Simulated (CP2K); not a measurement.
Ge:

```
Ge
1.0
     3.91426    0.00000    0.00000
    -2.85923    2.67324    0.00000
    -0.32375   -1.41703    3.63436
Ge
2
Direct
  0.31406 0.06406 0.25000
  0.68594 0.93594 0.75000
```

This isn't the form of Ge at room conditions, which is diamond.

Base run:

| Property | Result |
| --- | --- |
| Program | CP2K 2026.2 |
| Functional | TASK |
| Potentials or basis | POTENTIAL_UZH Ge GTH-SCAN-q4; TZVP-MOLOPT-SCAN-GTH basis |
| Density cutoff | 9184 eV |
| k mesh | 11 × 11 × 11 |
| Occupations | fermi-dirac, width 0.01 eV |
| Spin | no spin polarisation |

Its results: band gap on the k mesh none (metal or under the smearing width); pressure -3.1 GPa; largest force 0.182 eV/Å.

**Question.** The run is repeated on the same cell with these changes: functional from TASK to SCAN; occupations from fermi-dirac, width 0.01 eV to fermi-dirac, width 0.05 eV. What comes out?

**Answer.** Band gap on the k mesh none (metal or under the smearing width); pressure -3.9 GPa; largest force 0.057 eV/Å.

Caveats: the basis of atomic orbitals isn't converged, which shifts pressures, moduli and gaps; the potentials were made for another functional, which shifts forces and pressure (some runs).
